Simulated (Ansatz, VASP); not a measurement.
**Two plane-wave programs on WSe2**

The input POSCAR:

```
WSe2
1.0
    3.2972128474      0.0000000000      0.0000000000
   -1.6486064237      2.8554700876      0.0000000000
    0.0000000000      0.0000000000      7.1842677688
W Se
1 2
Direct
    0.0000000000      0.0000000000      0.0000000000
    0.3333333333      0.6666666667      0.2319181014
    0.3333333333      0.6666666667      0.7680818986
```

File INCAR.step1:

```
SYSTEM = WSe2
ALGO     = Normal         ! electronic algorithm
EDIFF    = 1E-4           ! SCF threshold, eV
ENCUT    = 520            ! plane-wave cutoff, eV
GGA      = PE             ! functional
ISMEAR   = 0              ! smearing method
LASPH    = .True.         ! aspherical terms in the spheres
LCHARG   = .False.        ! write CHGCAR
LREAL    = .False.        ! projectors in reciprocal space
LWAVE    = .True.         ! write WAVECAR
NBANDS   = 20             ! bands
NELM     = 80             ! most SCF steps
PREC     = Accurate       ! precision mode
SIGMA    = 0.01           ! smearing width, eV
```

The input INCAR.step2:

```
SYSTEM = WSe2
ALGO     = Normal         ! electronic algorithm
EDIFF    = 1E-6           ! SCF threshold, eV
ENCUT    = 520            ! plane-wave cutoff, eV
ISIF     = 2              ! what is computed and relaxed
ISMEAR   = 0              ! smearing method
ISTART   = 1            
LASPH    = .True.         ! aspherical terms in the spheres
LCHARG   = .False.        ! write CHGCAR
LMIXTAU  = .True.       
LREAL    = .False.        ! projectors in reciprocal space
LWAVE    = .False.        ! write WAVECAR
METAGGA  = R2SCAN         ! meta-GGA
NBANDS   = 20             ! bands
NELM     = 80             ! most SCF steps
PREC     = Accurate       ! precision mode
SIGMA    = 0.01           ! smearing width, eV
```

File KPOINTS:

```
k-points
0
Gamma
  12 12 4
  0 0 0
```

Input for Ansatz:

```yaml
crystal:
  lattice:
    - [3.2972128474, 0.0, 0.0]
    - [-1.6486064237, 2.8554700876, 0.0]
    - [0.0, 0.0, 7.1842677688]
  atoms:
    - { symbol: W, position: [0.0, 0.0, 0.0] }
    - { symbol: Se, position: [0.3333333333, 0.6666666667, 0.2319181014] }
    - { symbol: Se, position: [0.3333333333, 0.6666666667, 0.7680818986] }
kpoints:
  mp_grid: { grid: [12, 12, 4] }
  band_path:
    path:
      - [0.0, 0.0, 0.0]
      - [0.5, 0.0, 0.0]
      - [0.3333333333, 0.3333333333, 0.0]
      - [0.0, 0.0, 0.5]
      - [0.5, 0.0, 0.5]
      - [0.3333333333, 0.3333333333, 0.5]
      - [0.177083, 0.177083, 0.0]
    npoints: 1
hamiltonian:
  xc: r2scan
scf:
  occupations: { method: fixed }
  n_extra_bands: 4
output:
  forces: true
  stress: true
  eigenvalues: true
```

Alike in both runs: task single point; functional r2SCAN; k mesh 12 × 12 × 4; no spin polarisation.

|  | VASP | Ansatz |
| --- | --- | --- |
| version | VASP 6.6.1 | Ansatz 0.2.0 |
| potentials or method | VASP PAW PBE potentials, release 64 (W_sv, Se) | plane waves, PAW |
| plane-wave cutoff (eV) | 520 | 500 |
| occupations | gaussian, width 0.01 eV | fixed |
| valence electrons in the cell | 26 | 46 |

```csv
,VASP,Ansatz,Ansatz less VASP
gap on the k mesh at the Fermi level (eV),1.49,1.50,+0.004
pressure (GPa),1.5,1.1,-0.31
largest component of the traceless stress (GPa),0.12,0.16,+0.035
rms of the force components (eV/Å),0.010,0.011,+0.0012
```

Atom by atom the forces differ by 0.022 eV/Å (rms over components). The two sets of potentials don't hold the same shells in valence.

Caveats: the PAW data sets were made with another functional, which shifts forces and pressure a little (VASP); spin-orbit coupling is left out, which moves the levels of the heavy elements. A k mesh can miss the band edges. r2SCAN opens gaps a little over a GGA but as a rule still falls short of measured ones.
